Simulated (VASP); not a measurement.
# C (P6_3/mmc) in VASP: band structure with HSE06

Aim: the band structure of C with HSE06.

Everything below comes from runs of VASP 6.6.1. Logs are shortened: lines on timing, memory, paths and dates and some standing lists are left out, and cuts for length are marked.

## (1) The structure

It takes space group P6_3/mmc (No. 194, hexagonal). The conventional cell has a = 2.467 Å, b = 2.467 Å, c = 7.803 Å, α = 90.00°, β = 90.00°, γ = 120.00°. C (site symmetry -6m2) has 3 C at 1.42 Å as nearest neighbours. C (site symmetry -6m2) is surrounded by 3 C at 1.42 Å.

## (2) Band structure, HSE06

The input, POSCAR:

```
C
1.0
    2.4672912600      0.0000000000      0.0000000000
   -1.2336456300      2.1367369100      0.0000000000
    0.0000000000      0.0000000000      7.8030730000
C
4
Direct
    0.0000000000      0.0000000000      0.2500000000
    0.0000000000      0.0000000000      0.7500000000
    0.3333333300      0.6666666700      0.2500000000
    0.6666666700      0.3333333300      0.7500000000
```

The input, INCAR.step1:

```
PREC = Accurate ; ENCUT = 520
EDIFF = 1E-5 ; ISMEAR = 0
SIGMA = 0.02 ; LREAL = F
LASPH = T ; NELM = 60
ALGO = Normal ; ISIF = 2
LWAVE = T ; LCHARG = F
KPAR = 4 ; GGA = PE
```

The input, INCAR.step2:

```
PREC = Accurate ; ENCUT = 520
EDIFF = 1E-7 ; ISMEAR = 0
SIGMA = 0.02 ; LREAL = F
LASPH = T ; NELM = 60
ALGO = Normal ; ISIF = 2
LWAVE = F ; LCHARG = F
GGA = PE ; LHFCALC = T
HFSCREEN = 0.2 ; PRECFOCK = Fast
KPAR = 4 ; ISTART = 1
```

The input, KPOINTS:

```
Automatic mesh
0
Gamma
  9 9 4
```

The input, KPOINTS_OPT:

```
path GMKGALHA,LM,KH
10
line-mode
reciprocal
 0.0000000000  0.0000000000  0.0000000000  G
 0.5000000000  0.0000000000  0.0000000000  M

 0.5000000000  0.0000000000  0.0000000000  M
 0.3333333333  0.3333333333  0.0000000000  K

 0.3333333333  0.3333333333  0.0000000000  K
 0.0000000000  0.0000000000  0.0000000000  G

 0.0000000000  0.0000000000  0.0000000000  G
 0.0000000000  0.0000000000  0.5000000000  A

 0.0000000000  0.0000000000  0.5000000000  A
 0.5000000000  0.0000000000  0.5000000000  L

 0.5000000000  0.0000000000  0.5000000000  L
 0.3333333333  0.3333333333  0.5000000000  H

 0.3333333333  0.3333333333  0.5000000000  H
 0.0000000000  0.0000000000  0.5000000000  A

 0.5000000000  0.0000000000  0.5000000000  L
 0.5000000000  0.0000000000  0.0000000000  M

 0.3333333333  0.3333333333  0.0000000000  K
 0.3333333333  0.3333333333  0.5000000000  H
```

Potentials or basis: VASP PAW PBE potentials, release 64 (C).

Command:

```console
$ cat potpaw_PBE.64/C/POTCAR > POTCAR
$ cp INCAR.step1 INCAR
$ mpirun -np 4 vasp_std > vasp.out
$ cp INCAR.step2 INCAR
$ mpirun -np 4 vasp_std > vasp.out
```

OUTCAR:

```text
PREC = Accurate
   ENCUT = 520
   EDIFF = 1E-7
   ISMEAR = 0
   LREAL = F
   LASPH = T
   NELM = 60
   ISIF = 2
   GGA = PE
   LHFCALC = T
   HFSCREEN = 0.2
   PRECFOCK = Fast
   ISTART = 1

 ion  position               nearest neighbor table
   1  0.000  0.000  0.250-   3 1.42   3 1.42   3 1.42
   2  0.000  0.000  0.750-   4 1.42   4 1.42   4 1.42
   3  0.333  0.667  0.250-   1 1.42   1 1.42   1 1.42
   4  0.667  0.333  0.750-   2 1.42   2 1.42   2 1.42

  LATTYP: Found a hexagonal cell.
 ALAT       =     2.4672912600
 C/A-ratio  =     3.1626071581

  Lattice vectors:

 A1 = (   2.4672912600,   0.0000000000,   0.0000000000)
 A2 = (  -1.2336456300,   2.1367369100,   0.0000000000)
 A3 = (   0.0000000000,   0.0000000000,   7.8030730000)

Analysis of symmetry for initial positions (statically):
=====================================================================
 Subroutine PRICEL returns:
 Original cell was already a primitive cell.

 Routine SETGRP: Setting up the symmetry group for a
 hexagonal supercell.

 Subroutine GETGRP returns: Found 24 space group operations
 (whereof 12 operations were pure point group operations)
 out of a pool of 24 trial point group operations.

The static configuration has the point symmetry D_3d.
 The point group associated with its full space group is D_6h.

Analysis of symmetry for dynamics (positions and initial velocities):
=====================================================================
 Subroutine PRICEL returns:
 Original cell was already a primitive cell.

 Routine SETGRP: Setting up the symmetry group for a
 hexagonal supercell.

 Subroutine GETGRP returns: Found 24 space group operations
 (whereof 12 operations were pure point group operations)
 out of a pool of 24 trial point group operations.

The dynamic configuration has the point symmetry D_3d.
 The point group associated with its full space group is D_6h.

 Subroutine INISYM returns: Found 24 space group operations
 (whereof 12 operations are pure point group operations),
 and found     1 'primitive' translations

----------------------------------------------------------------------------------------

[... 112 lines left out ...]
   EFERMI_NEDOS =   21; number of points for ismear=-14 and -15
   IALGO  =     38    algorithm
   IMIX   =      1    mixing-type and parameters
     AMIX     =   0.40;   BMIX     =  1.00
     AMIX_MAG =   1.60;   BMIX_MAG =  1.00
  volume/ion in A,a.u.               =      10.28        69.40
  Fermi-wavevector in a.u.,A,eV,Ry     =   1.195003  2.258229 19.429568  1.428033
  Thomas-Fermi vector in A             =   2.330979
   LORBIT       =      0    0 simple, 1 ext, 2 COOP (PROOUT), +10 PAW based schemes
   GGA     = PE    functional components
   LHFCALC =     T    Hartree Fock is set to
   PRECFOCK=fast      Normal, Fast or Accurate (Low or Medium for compatibility)
   ENCUT4O =  -1.0   cutoff for four orbital integrals eV
   NKREDX  =     1    reduce k-point grid by
   NKREDY  =     1    reduce k-point grid by
   NKREDZ  =     1    reduce k-point grid by
   AEXX    =    0.2500 exact exchange contribution
   HFSCREEN=    0.2000 screening length (either q_TF or 0.3 A-1)
   HFSCREENC=   0.2000 screening length for correlation (either q_TF or 0.3 A-1)
   ENCUTFOCK=  -1.0 apply spherical cutoff to Coloumb kernel
   IVDW    =     0    specifies the selected vdW correction
   LEPSILON=     F    determine dielectric tensor
   LRPA    =     F    only Hartree local field effects (RPA)
 non-spin polarized calculation
 Gauss-broadening in eV      SIGMA  =   0.02
  energy-cutoff  :      520.00
  volume of cell :       41.14
 maximum number of plane-waves:      1128
  NGX = 12; NGY = 12; NGZ = 40

 number of electron      15.9999994 magnetization

 Free energy of the ion-electron system (eV)
  ---------------------------------------------------
  ext. energy  EPLUGINS =         0.00000000
  ---------------------------------------------------
  free energy    TOTEN  =       -42.37524858 eV

  energy without entropy =      -42.37456036  energy(sigma->0) =      -42.37490447

 E-fermi :   3.3907     XC(G=0):  -7.7091

 val. band max:        3.3901419364   @ k =   0.3333   0.3333   0.2500
 cond. band min:       3.3930543077   @ k =   0.3333   0.3333   0.5000
 fundamental gap:      0.0029123713
 Fermi energy:         3.3907267875

 k-point     1 :       0.0000    0.0000    0.0000
  band No.  band energies     occupation
      1     -18.7117      2.00000
      2     -18.6234      2.00000
      3      -5.9112      2.00000
      4      -4.9912      2.00000
      5      -0.6352      2.00000
      6      -0.6352      2.00000
      7      -0.6315      2.00000
      8      -0.6315      2.00000
      9       7.0906      0.00000
     10      11.5519      0.00000
     11      12.6169      0.00000
     12      12.6205      0.00000
[... 331 lines left out ...]
 k-point    24 :       0.3333    0.3333    0.2500
  band No.  band energies     occupation
      1     -11.1515      2.00000
      2     -11.1317      2.00000
      3     -11.1317      2.00000
      4     -11.1151      2.00000
      5      -8.7136      2.00000
      6      -8.7136      2.00000
      7       3.1781      2.00000
      8       3.3901      1.03348
      9       3.3901      1.03299
     10       3.6196      0.00000
     11      14.4144      0.00000
     12      14.4144      0.00000

 [... further k-points ...]

------------------------ aborting loop because EDIFF is reached ----------------------------------------

  FORCE on cell =-STRESS in cart. coord.  units (eV):
  Direction    XX          YY          ZZ          XY          YZ          ZX
  --------------------------------------------------------------------------------------
  -------------------------------------------------------------------------------------
  Total       -1.7794968     -1.7794968     -0.0062462      0.0000000      0.0000000      0.0000000
  in kB      -69.3059722    -69.3059722     -0.2432720      0.0000000      0.0000000      0.0000000
  external PRESSURE =     -46.2850721 kB  Pullay stress =       0.0000000 kB

 VOLUME and BASIS-vectors are now :
 -----------------------------------------------------------------------------
  energy-cutoff  :      520.00
  volume of cell :       41.14
      direct lattice vectors                 reciprocal lattice vectors
     2.467291260  0.000000000  0.000000000     0.405302777  0.234001668  0.000000000
    -1.233645630  2.136736910  0.000000000     0.000000000  0.468003335  0.000000000
     0.000000000  0.000000000  7.803073000     0.000000000  0.000000000  0.128154639

 POSITION                                       TOTAL-FORCE (eV/Angst)
 -----------------------------------------------------------------------------------
      0.00000      0.00000      1.95077         0.000000      0.000000      0.000000
      0.00000      0.00000      5.85230        -0.000000     -0.000000     -0.000000
     -0.00000      1.42449      1.95077        -0.000000     -0.000000      0.000000
      1.23365      0.71225      5.85230         0.000000      0.000000     -0.000000
 -----------------------------------------------------------------------------------
    total drift:                               -0.000000      0.000000      0.000000

  FREE ENERGIE OF THE ION-ELECTRON SYSTEM (eV)
  ---------------------------------------------------
  free  energy   TOTEN  =       -42.3752485798 eV

  energy  without entropy=      -42.3745603557  energy(sigma->0) =      -42.37490447
```

Run time: 16 min. Hardware: 4 MPI ranks of Intel Xeon 6975P-C (Granite Rapids), shared host; peak memory 0.34 GiB.

Results:

- Free energy: -42.3752 eV
- Pressure: -4.6 GPa
- Band gap along the path: none (metal or under the smearing width)

Levels at the corners of the path, in eV from the Fermi level:
| point | band 5 | band 6 | band 7 | band 8 | band 9 | band 10 | band 11 | band 12 |
| --- | --- | --- | --- | --- | --- | --- | --- | --- |
| Γ | -4.03 | -4.03 | -4.02 | -4.02 | 3.70 | 8.16 | 9.23 | 9.24 |
| M | -7.68 | -7.67 | -3.06 | -2.74 | 1.91 | 2.31 | 8.08 | 8.21 |
| M | -7.68 | -7.67 | -3.06 | -2.74 | 1.91 | 2.31 | 8.08 | 8.21 |
| K | -12.10 | -12.10 | -0.30 | 0.00 | 0.00 | 0.33 | 11.29 | 11.29 |
| K | -12.10 | -12.10 | -0.30 | 0.00 | 0.00 | 0.33 | 11.29 | 11.29 |
| Γ | -4.03 | -4.03 | -4.02 | -4.02 | 3.70 | 8.16 | 9.23 | 9.24 |
| Γ | -4.03 | -4.03 | -4.02 | -4.02 | 3.70 | 8.16 | 9.23 | 9.23 |
| A | -4.02 | -4.02 | -4.02 | -4.02 | 5.45 | 5.45 | 9.23 | 9.23 |
| A | -4.02 | -4.02 | -4.02 | -4.02 | 5.45 | 5.45 | 9.23 | 9.23 |
| L | -7.68 | -7.68 | -2.89 | -2.89 | 2.06 | 2.06 | 8.14 | 8.14 |
| L | -7.68 | -7.68 | -2.89 | -2.89 | 2.06 | 2.06 | 8.14 | 8.14 |
| H | -12.10 | -12.10 | 0.00 | 0.00 | 0.00 | 0.00 | 10.83 | 10.83 |
| H | -12.10 | -12.10 | 0.00 | 0.00 | 0.00 | 0.00 | 10.83 | 10.83 |
| A | -4.02 | -4.02 | -4.02 | -4.02 | 5.45 | 5.45 | 9.23 | 9.23 |
| L | -7.68 | -7.68 | -2.89 | -2.89 | 2.06 | 2.06 | 8.14 | 8.14 |
| M | -7.68 | -7.67 | -3.06 | -2.74 | 1.91 | 2.31 | 8.08 | 8.21 |
| K | -12.10 | -12.10 | -0.30 | 0.00 | 0.00 | 0.33 | 11.29 | 11.29 |
| H | -12.10 | -12.10 | 0.00 | 0.00 | 0.00 | 0.00 | 10.83 | 10.83 |

Caveat: the PAW data sets were made with another functional, which shifts forces and pressure a little; this functional lacks dispersion, which binds the layers, so the pressure and a relaxed spacing across them are unreliable.
